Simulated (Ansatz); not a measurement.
The system is Sb.

```
Sb
1.0
    -1.57654    1.57654    2.71194
     1.57654   -1.57654    2.71194
     1.57654    1.57654   -2.71194
Sb
1
Cartesian
  0.0000 0.0000 0.0000
```

This isn't the form of Sb at room conditions, which is rhombohedral.

- Program: Ansatz 0.2.0
- Task: relaxation of cell and atoms
- Functional: revPBE
- Dispersion: D3(BJ)
- Potentials or basis: Ansatz PAW
- Cutoff: 420 eV (not typed: the program's choice for these potentials)
- k mesh: 12 × 12 × 12
- Occupations: fermi-dirac, width 0.05 eV
- Spin: no spin polarisation

At the start: volume 26.96 Å³/atom.

Task: Where does the relaxation end?

Result: It ends after 7 steps and the volume is 25.58 Å³/atom (-5.1 %); space group I4/mmm (No. 139, to 0.05 Å).

The path:
| step | energy change (eV) | largest force (eV/Å) | volume (Å³) |
| --- | --- | --- | --- |
| 1 | 0.0000 | 0.0000 | 26.96 |
| 2 | -0.0117 | 0.0000 | 25.23 |
| 3 | -0.0152 | 0.0000 | 25.64 |
| 4 | -0.0175 | 0.0000 | 25.73 |
| 5 | -0.0180 | 0.0000 | 25.62 |
| 6 | -0.0180 | 0.0000 | 25.58 |
| 7 | -0.0177 | 0.0000 | 25.58 |

Final structure:
```cif
data_structure
_symmetry_space_group_name_H-M 'P 1'
_symmetry_Int_Tables_number 1
_cell_length_a 3.4048
_cell_length_b 3.4048
_cell_length_c 3.4048
_cell_angle_alpha 124.841
_cell_angle_beta 124.841
_cell_angle_gamma 81.802
_cell_volume 25.58
loop_
_atom_site_label
_atom_site_type_symbol
_atom_site_fract_x
_atom_site_fract_y
_atom_site_fract_z
_atom_site_occupancy
Sb1 Sb 0.00000 0.00000 0.00000 1
```

Caveat: the plane-wave basis is chosen anew once the cell has moved, so the energies of steps on either side of that aren't comparable; pairwise dispersion overbinds metals, which lowers pressure and volume; the PAW data sets come from PBE, with cores solved anew for the run's functional, which leaves a small shift of forces and pressure.
